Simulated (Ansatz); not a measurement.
# Nickel, hcp under LDA: ground state and equation of state, part 2 of 3

Aim: take nickel in the hcp structure, relax it, solve it on a dense k-mesh, switch on spin-orbit coupling, then scale the cell to 7 volumes from 88 to 112 % of the relaxed one and try a fit of the equation of state. The start is ferromagnetic. The k-meshes are 14×14×8 for the relaxation; 24×24×13 for the dense run; 15×15×8 for spin-orbit coupling; 17×17×9 for the volumes.

Ansatz 0.2.0; DFT, LDA (PW92), plane waves (420 eV) with PAW, scalar-relativistic. The steps go on from the part before.

## (4) Spin-orbit coupling switched on

This is Ni in the hcp structure; at room conditions it is fcc.

input.yaml reads:

```yaml
crystal:
  lattice:
    - [2.4173881801, 0.0, 0.0]
    - [-1.2086940901, 2.0935195748, 0.0]
    - [0.0, 0.0, 3.9727704062]
  atoms:
    - { symbol: Ni, position: [0.3333333333, 0.6666666667, 0.25], spin: 0.629, spin_axis: [0, 0, 1] }
    - { symbol: Ni, position: [0.6666666667, 0.3333333333, 0.75], spin: 0.629, spin_axis: [0, 0, 1] }
hamiltonian:
  xc: lda
  pseudopotentials:
    kind: paw_fr
    azcp:
      Ni: "pseudopotentials/Ni.paw.azcp"
basis:
  ecutwfc: 420
  fft_grid_basis: typed
kpoints:
  mp_grid: { grid: [15, 15, 8], shift: [0, 0, 0] }
magnetization:
  noncollinear: true
  spin_orbit: true
scf:
  occupations: { method: fermi_dirac, width: 0.05 }
```

Command:

```console
$ ansatz run input.yaml --threads 2 --pin off --max-ram 5120MiB --backend cpu --events-out ev --progress --plain --runs-dir out
```

The log of the run (excerpt; [...] marks lines left out):

```text
Warning: <dir> the record states the generating functional pbe (its physics header spells it `PBE`), which answers neither for hamiltonian.xc's functional nor for the lda family's — results may be inconsistent (PPs are generated against a specific XC)
Warning: RAYON_NUM_THREADS=2 ignored (pool sized by the plan → 2); use --threads N
[...]
Pseudopotentials: kind: paw_fr
Pseudopotential: Ni, paw_fr, valence charge 18, recommended cutoff 420 eV (normal), <dir>
Functional definition: SPW92
[...]
Crystal: 2 atoms, lattice volume = 20.106 Å³
Basis set: ecut = 420 eV, 379 PW (Γ)
[...]
SCF converged after 15 iterations
Magnetization: |M| = 1.2402 μB,  M = (+0.0000, -0.0000, +1.2402) μB
Absolute magnetization: 1.3531 μB (∫|m|, with the PAW one-centre terms)
  site 0: m = (-0.0000, +0.0000, +0.6452) μB, |m| = 0.6452 μB  (R = 1.00 Å)
  site 1: m = (-0.0000, +0.0000, +0.6452) μB, |m| = 0.6452 μB  (R = 1.00 Å)
Free energy (F): -11547.316198 eV
[...]
E sigma→0 (E₀):  -11547.300276 eV
Entropy (-TS):   -0.031843 eV (-15.922 meV/atom)
Fermi energy:    19.616219 eV
[...]
```

It took 13 s on 2 threads of Intel Xeon 6975P-C (Granite Rapids), shared host; peak memory 0.53 GiB.

Side by side:

```tsv
	scalar-relativistic	with spin-orbit coupling
k-mesh	24×24×13	15×15×8
gap on the mesh	none (levels filled in part)	none (levels filled in part)
magnetic state	ferromagnetic	ferromagnetic
```

The meshes differ, so small differences between the columns need not come from spin-orbit coupling.

## (5) The cell scaled to 88 % of its volume

input.yaml reads:

```yaml
crystal:
  lattice:
    - [2.3165443457, 0.0, 0.0]
    - [-1.1582721728, 2.0061862524, 0.0]
    - [0.0, 0.0, 3.8070422023]
  atoms:
    - { symbol: Ni, position: [0.3333333333, 0.6666666667, 0.25], spin: 0.629 }
    - { symbol: Ni, position: [0.6666666667, 0.3333333333, 0.75], spin: 0.629 }
hamiltonian:
  xc: lda
  pseudopotentials:
    kind: paw
    azcp:
      Ni: "pseudopotentials/Ni.paw.azcp"
basis:
  ecutwfc: 420
  fft_grid_basis: typed
kpoints:
  mp_grid: { grid: [17, 17, 9], shift: [0, 0, 0] }
magnetization:
  spin_polarized: true
scf:
  occupations: { method: fermi_dirac, width: 0.05 }
  lower_state_search: "off"
output:
  stress: true
  write_density: true
  write_potential: true
  elf: true
  volumetric_format: npy
```

Command:

```console
$ ansatz run input.yaml --threads 2 --pin off --max-ram 5120MiB --backend cpu --events-out ev --progress --plain --runs-dir out
```

The log of the run:

```text
Warning: <dir> the record states the generating functional pbe (its physics header spells it `PBE`), which answers neither for hamiltonian.xc's functional nor for the lda family's — results may be inconsistent (PPs are generated against a specific XC)
Warning: RAYON_NUM_THREADS=2 ignored (pool sized by the plan → 2); use --threads N
[... 6 set-up lines as earlier in the session ...]
Crystal: 2 atoms, lattice volume = 17.693 Å³
Basis set: ecut = 420 eV, 337 PW (Γ)
Bands: 23, of which v1, the nominal top of the filled ones, is band 18 counted from 1 (17 counted from 0)
[... 1 set-up line as earlier in the session ...]
Space group: P63/mmc (ITA 194), of the structure as read, at distance tolerance 2.6e-5 Å
Magnetic group: BNS 194.263 (UNI 1493), of the structure as read, at distance tolerance 2.6e-5 Å
k-points: 165 of 2601
[... 5 set-up lines as earlier in the session ...]
Starting moments: Σ|m| = 1.258 μB on 2 of 2 sites
[... 2 set-up lines as earlier in the session ...]
iter 1 solved again at ethr=4.27e-4 eV; its pass at ethr=3.10e-3 eV (dr2=1.54e-1 eV) is discarded
SCF iter   1: F=—  HF=-11546.455590 eV  |F-HF|=—  |Δ(HF+E_count)|=         —  Δρ=3.00e-2 (↑1.15e-2 ↓3.00e-2)  dr2=1.54e-1  dr2_m=2.01e-2  M=1.128 μB ∫|m|=1.161 μB  β_m=0.30  ethr=4.27e-4  ⟨swp⟩=1.0  Hψ=38949  notcnv=0
preconditioner: auto → none  [metal: Δε(μ)=0.007 eV  Ē_g=11.914 eV  σ=0.050 eV  W_gap=0.03  n_scr=2 (ndim 8)  ℏωp=39.5 eV  f_vac=0.000  D(μ)=3.56/eV (n_scr^D=66)  sad-step TF]
SCF iter   2: F=—  HF=-11546.407574 eV  |F-HF|=—  |Δ(HF+E_count)|=   4.80e-2  Δρ=9.80e-3 (↑9.77e-3 ↓9.80e-3)  dr2=9.92e-3  dr2_m=9.99e-3  M=1.110 μB ∫|m|=1.157 μB  β_m=0.30  ethr=4.27e-4  ⟨swp⟩=2.2  Hψ=11917  notcnv=0
SCF iter   3: F=—  HF=-11546.409268 eV  |F-HF|=—  |Δ(HF+E_count)|=   1.69e-3  Δρ=9.05e-3 (↑9.05e-3 ↓5.58e-3)  dr2=4.85e-3  dr2_m=5.93e-3  M=1.106 μB ∫|m|=1.163 μB  β_m=1.00  ethr=2.75e-5  ⟨swp⟩=2.1  Hψ=13336  notcnv=0  defer=2
SCF iter   4: F=—  HF=-11546.418015 eV  |F-HF|=—  |Δ(HF+E_count)|=   8.75e-3  Δρ=3.65e-3 (↑3.65e-3 ↓1.40e-3)  dr2=2.42e-3  dr2_m=2.34e-4  M=1.097 μB ∫|m|=1.177 μB  β_m=1.00  ethr=1.35e-5  ⟨swp⟩=2.6  Hψ=15491  notcnv=0  defer=3
SCF iter   5: F=—  HF=-11546.419751 eV  |F-HF|=—  |Δ(HF+E_count)|=   1.74e-3  Δρ=2.20e-3 (↑2.20e-3 ↓9.69e-4)  dr2=1.00e-3  dr2_m=6.61e-5  M=1.099 μB ∫|m|=1.184 μB  β_m=1.00  ethr=6.71e-6  ⟨swp⟩=1.0  Hψ=7771  notcnv=0  defer=3
SCF iter   6: F=—  HF=-11546.420652 eV  |F-HF|=—  |Δ(HF+E_count)|=   9.01e-4  Δρ=6.44e-4 (↑2.75e-4 ↓6.44e-4)  dr2=1.33e-5  dr2_m=2.58e-5  M=1.102 μB ∫|m|=1.188 μB  β_m=1.00  ethr=2.78e-6  ⟨swp⟩=1.6  Hψ=10609  notcnv=0  defer=3
SCF iter   7: F=—  HF=-11546.421104 eV  |F-HF|=—  |Δ(HF+E_count)|=   4.52e-4  Δρ=5.79e-4 (↑1.38e-4 ↓5.79e-4)  dr2=2.43e-5  dr2_m=1.49e-5  M=1.104 μB ∫|m|=1.191 μB  β_m=1.00  ethr=3.70e-8  ⟨swp⟩=2.0  Hψ=13176  notcnv=0  defer=3
SCF iter   8: F=—  HF=-11546.421404 eV  |F-HF|=—  |Δ(HF+E_count)|=   3.00e-4  Δρ=3.63e-4 (↑1.30e-4 ↓3.63e-4)  dr2=5.26e-6  dr2_m=9.44e-6  M=1.106 μB ∫|m|=1.194 μB  β_m=1.00  ethr=3.70e-8  ⟨swp⟩=2.0  Hψ=9532  notcnv=0  defer=3
SCF iter   9: F=—  HF=-11546.421579 eV  |F-HF|=—  |Δ(HF+E_count)|=   1.75e-4  Δρ=2.17e-4 (↑1.63e-4 ↓2.17e-4)  dr2=2.86e-7  dr2_m=5.81e-6  M=1.108 μB ∫|m|=1.196 μB  β_m=0.30  ethr=1.46e-8  ⟨swp⟩=2.4  Hψ=12372  notcnv=0  defer=3
Mixer restart at iter 9: flushing history
spin-set hold released at iteration 9 (site moments contracting): the magnetisation degrees of freedom join the quasi-Newton model from the next iteration; the mixer history was flushed
SCF iter  10: F=—  HF=-11546.421705 eV  |F-HF|=—  |Δ(HF+E_count)|=   1.26e-4  Δρ=2.89e-4 (↑2.63e-4 ↓2.89e-4)  dr2=8.39e-8  dr2_m=1.23e-5  M=1.109 μB ∫|m|=1.198 μB  β_m=0.64  ethr=2.78e-10  ⟨swp⟩=11.4  Hψ=66896  notcnv=0
SCF iter  11: F=—  HF=-11546.421841 eV  |F-HF|=—  |Δ(HF+E_count)|=   1.36e-4  Δρ=3.55e-4 (↑2.19e-4 ↓3.55e-4)  dr2=1.80e-6  dr2_m=1.33e-5  M=1.113 μB ∫|m|=1.204 μB  β_m=0.82  ethr=2.33e-10  ⟨swp⟩=12.3  Hψ=75206  notcnv=0
SCF iter  12: F=—  HF=-11546.421858 eV  |F-HF|=—  |Δ(HF+E_count)|=   1.69e-5  Δρ=4.32e-4 (↑3.97e-4 ↓4.32e-4)  dr2=6.17e-5  dr2_m=7.30e-8  M=1.114 μB ∫|m|=1.205 μB  β_m=0.54  ethr=2.33e-10  ⟨swp⟩=3.5  Hψ=20633  notcnv=0  recentre
iter 13 did not close the SCF: its close was put off for a magnetic moment that had not settled (scf_convergence_deferred on its scf_iter line)
SCF iter  13: F=-11546.421843 eV  HF=-11546.421843 eV  |F-HF|=5.41e-9  |Δ(HF+E_count)|=   1.51e-5  Δρ=6.53e-6 (↑5.93e-6 ↓6.53e-6)  dr2=3.49e-10  dr2_m=6.07e-9  M=1.114 μB ∫|m|=1.205 μB  β_m=0.66  ethr=2.33e-10  ⟨swp⟩=8.2  Hψ=65644  notcnv=0
SCF iter  14: F=-11546.421843 eV  HF=-11546.421843 eV  |F-HF|=2.89e-10  |Δ(HF+E_count)|=   5.26e-9  Δρ=2.19e-6 (↑2.14e-6 ↓2.19e-6)  dr2=3.81e-10  dr2_m=5.92e-10  M=1.114 μB ∫|m|=1.205 μB  ethr=1.00e-12  ⟨swp⟩=4.9  Hψ=43245  notcnv=0
SCF 1 converged in 14 iterations: F = -11546.421843 eV  dr2 = 3.81e-10
SCF converged after 14 iterations
Magnetization: 1.1140 μB (18.5570 up, 17.4430 down)
Absolute magnetization: 1.2067 μB (∫|ρ↑−ρ↓|, with the PAW one-centre terms)
Spin contamination: 0.0050 ħ² per cell (⟨S²⟩ above its minimum at these occupations)
Per-site moments (μB) at R_I (Å): [(0.5777939280673632, 0.9555745426085374), (0.5777939280673627, 0.9555745426085374)]
Free energy (F): -11546.421843 eV
Harris-Foulkes:  -11546.421843 eV  (|F-HF|=2.89e-10)
Internal energy: -11546.393087 eV  (E = F + TS)
E sigma→0 (E₀):  -11546.407465 eV
Entropy (-TS):   -0.028756 eV (-14.378 meV/atom)
Fermi energy:    22.977803 eV
--- Per-component energies (eV) ---
  E_band       = -405.916703
  E_kinetic    = 575.656831
  E_local      = -6185.402073  (includes V_loc(G=0)·N_el)
  E_nonlocal   = 1275.640662
  E_hartree    = 2599.321051
  E_xc         = -173.846125
  E_vxc        = -225.142837  (∫ρ·V_xc dr)
  E_paw        = -3123.426644  (= ΣΔE_a)
  E_vpaw       = -1045.310109  (= ΣTr[D̂ρ^β])
  E_aug_tail   = 0.000707  (compensation charges beyond the density's cutoff)
  E_ewald      = -6515.205737
  E_core_change = 0.868241  (= ΣΔE_core)
  E_smearing   = -0.028756  (= −TS)
  E_closure    = 0.000000  (closes the sum)
  Σ components = -11546.421843   (vs F -11546.421843, Δ=0.00e0)
--- Stress (GPa, compression-positive) ---
       44.479488       0.000000      -0.000000
        0.000000      44.479488      -0.000000
       -0.000000      -0.000000      43.984945
  P = ⅓ Tr σ = 44.3146 GPa (443.146 kbar)
--- Band table (eV; the first three rows and the last of 330) ---
  k-point 0 ↑: bands = ["-80.2032", "-80.1185", "-41.2013", "-40.8182", "-40.8182", "-40.7555", "-40.7555", "-40.7359", "12.3151", "16.8047", "19.9393", "20.0720", "20.0720", "20.4499", "20.4499", "21.0229", "21.0229", "22.1363", "22.3261", "22.3261", "30.1585", "47.1821", "50.3804"]
  k-point 1 ↑: bands = ["-80.2007", "-80.1210", "-41.1875", "-40.8163", "-40.8163", "-40.7574", "-40.7574", "-40.7502", "12.4556", "16.7620", "19.8996", "20.0398", "20.0398", "20.4117", "20.4117", "21.1077", "21.1077", "21.6630", "22.3163", "22.3163", "30.9160", "47.0947", "49.3565"]
  k-point 2 ↑: bands = ["-80.1933", "-80.1284", "-41.1477", "-40.8109", "-40.8109", "-40.7912", "-40.7629", "-40.7629", "12.8693", "16.5772", "19.7909", "19.9832", "19.9832", "20.3117", "20.3117", "20.7016", "21.3155", "21.3155", "22.2770", "22.2770", "32.7791", "46.2544", "47.7914"]
  k-point 164 ↓: bands = ["-79.3882", "-79.3872", "-40.4540", "-40.4501", "-40.3664", "-40.3436", "-40.1521", "-40.1476", "18.6414", "18.7654", "19.1582", "19.1705", "19.9423", "19.9768", "21.4318", "21.6482", "22.9842", "23.0364", "29.2524", "29.3000", "31.4397", "32.1903", "34.3797"]
```

Wall time 6 s (2 threads of Intel Xeon 6975P-C (Granite Rapids), shared host); peak memory 0.38 GiB.

Density in a lattice plane of the grid's cell (edges 2.32 and 3.81 Å, at 0.333 of the third edge), which holds Ni. It is the smooth density of the valence electrons, not physical close to the nuclei.

Ten even steps from ' ' (0.33 e/Å³) to '@' (55.41 e/Å³):
```
                            
                            
              ..::::::..    
              ::++##**==..  
            ..::##@@@@++::  
              ::++##**==..  
              ..::::::..    
                            
                            
                            
                            
                            
                            
                            
                            
                            
                            
                            
                            
                            
```
Columns run along the first of these edges and rows up along the second, over one cell in 14 and 20 even steps from the bottom left corner. Atoms in the plane (fractional): Ni at (0.67, 0.75).

Spin density (up less down) in a lattice plane of the grid's cell (edges 2.32 and 3.81 Å, at 0.333 of the third edge), which holds Ni.

Ten even steps from ' ' (-0.01 e/Å³) to '@' (2.27 e/Å³):
```
                            
                            
                ..::::..    
              ::==##**--..  
            ..::**@@@@++::  
              ::==##**--..  
                ..::::..    
                            
                            
                            
                            
                            
                            
                            
                            
                            
                            
                            
                            
                            
```
Columns run along the first of these edges and rows up along the second, over one cell in 14 and 20 even steps from the bottom left corner. Atoms in the plane (fractional): Ni at (0.67, 0.75).

## (6) The cell scaled to 92 % of its volume

Changes to input.yaml since step 5:

```diff
@@ -2,5 +2,5 @@
   lattice:
-    - [2.3165443457, 0.0, 0.0]
-    - [-1.1582721728, 2.0061862524, 0.0]
-    - [0.0, 0.0, 3.8070422023]
+    - [2.3511247326, 0.0, 0.0]
+    - [-1.1755623663, 2.0361337459, 0.0]
+    - [0.0, 0.0, 3.8638721062]
   atoms:
```

Command:

```console
$ ansatz run input.yaml --threads 2 --pin off --max-ram 5120MiB --backend cpu --events-out ev --progress --plain --runs-dir out
```

The log of the run (excerpt; [...] marks lines left out):

```text
Warning: <dir> the record states the generating functional pbe (its physics header spells it `PBE`), which answers neither for hamiltonian.xc's functional nor for the lda family's — results may be inconsistent (PPs are generated against a specific XC)
Warning: RAYON_NUM_THREADS=2 ignored (pool sized by the plan → 2); use --threads N
[...]
[... 3 set-up lines as earlier in the session ...]
[...]
Crystal: 2 atoms, lattice volume = 18.497 Å³
Basis set: ecut = 420 eV, 373 PW (Γ)
[...]
Spin contamination: 0.0058 ħ² per cell (⟨S²⟩ above its minimum at these occupations)
Per-site moments (μB) at R_I (Å): [(0.5964706013214026, 0.9698389521980965), (0.5964706013214026, 0.9698389521980965)]
Free energy (F): -11546.596760 eV
[...]
E sigma→0 (E₀):  -11546.581583 eV
Entropy (-TS):   -0.030355 eV (-15.177 meV/atom)
Fermi energy:    21.757630 eV
[...]
--- Stress (GPa, compression-positive) ---
       26.293135       0.000000      -0.000000
        0.000000      26.293135      -0.000000
       -0.000000      -0.000000      25.717032
  P = ⅓ Tr σ = 26.1011 GPa (261.011 kbar)
--- Band table (eV; the first three rows and the last of 330) ---
[... band rows left out ...]
[...]
```

Wall time 5.1 s (2 threads of Intel Xeon 6975P-C (Granite Rapids), shared host); peak memory 0.39 GiB.

(Continued in part 3 of 3.)
